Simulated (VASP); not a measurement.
Set up this calculation in VASP 6.6.1, as the native input.

```yaml
Task: single point
Functional: PBE
Dispersion: D3(BJ)
Potentials_or_basis: VASP PAW PBE potentials, release 64 (C, H, N)
Cutoff: 520 eV
k_mesh: 1 × 1 × 1
Occupations: fermi-dirac, width 0.05 eV
Spin: no spin polarisation
Dipole_correction: no
Further_INCAR_settings: LREAL = Auto; ALGO = Normal; EDIFF = 1e-07; NBANDS = 43
```

The structure of H7CN lies in POSCAR:

```
H7CN
1.0
    6.9561890000      0.0000000000      0.0000000000
    0.0000000000      6.9561890000      0.0000000000
    0.0000000000      0.0000000000      6.9561890000
C H N
3 21 3
Direct
    0.2337155924      0.4874381239      0.3342778330
    0.0838382724      0.7280990181      0.8292194062
    0.7110677641      0.7525872829      0.2426411849
    0.3012665638      0.5214098379      0.4724667154
    0.1231595136      0.3767683887      0.3532480879
    0.3432069609      0.4356167703      0.2333536868
    0.1672426909      0.6175978169      0.2753967650
    0.2410291385      0.7389717201      0.8383157830
    0.0249158548      0.6940331580      0.9721676420
    0.0482368694      0.6102265710      0.7291082683
    0.0202585409      0.8623809912      0.7752568605
    0.8256484543      0.7578080146      0.3517442101
    0.5721580240      0.7922415577      0.3080066076
    0.7009232694      0.6063597374      0.1844260689
    0.7449717068      0.8533422595      0.1247577205
    0.8448323640      0.2597156472      0.5613433596
    0.7743494774      0.0609694469      0.4580538122
    0.6773365676      0.1285425353      0.6630141149
    0.5710308032      0.4437112093      0.7741358559
    0.6353128105      0.5559913253      0.5760764299
    0.6938650212      0.6477377026      0.7845446357
    0.2876658227      0.2545236119      0.7007220660
    0.3184171793      0.0444350929      0.8035308990
    0.3399072356      0.2407876022      0.9294891372
    0.8060167109      0.1199382602      0.5890125649
    0.5849790433      0.5779084255      0.7132142421
    0.3723725482      0.1815474927      0.7982986426
```

The cell was built by a generator and needn't be a form met in nature.

These files were run (other wordings do the same):

INCAR

```
  ALGO = Normal
  EDIFF = 1E-7
  ENCUT = 520
  GGA = PE
  ISIF = 2
  ISMEAR = -1
  IVDW = 12
  LASPH = True
  LCHARG = False
  LREAL = Auto
  LWAVE = False
  NBANDS = 43
  NELM = 100
  PREC = Accurate
  SIGMA = 0.05
```

KPOINTS

```
k-points
0
Gamma
  1 1 1
```

Potentials or basis: VASP PAW PBE potentials, release 64 (C, H, N).

Command:

```sh
$ cat potpaw_PBE.64/C/POTCAR potpaw_PBE.64/H/POTCAR potpaw_PBE.64/N/POTCAR > POTCAR
$ mpirun -np 1 vasp_gam > vasp.out
```

It gave:

| Quantity | Value |
| --- | --- |
| Pressure | -0.7 GPa |
| Largest force | 0.395 eV/Å |
| Band gap on the k mesh | 4.00 eV, direct |
| Dispersion energy per atom | -0.027 eV |

Wall time 20 s on 1 thread of Intel(R) Xeon(R) 6975P-C (Granite Rapids), on a shared host, peak memory 0.34 GiB.
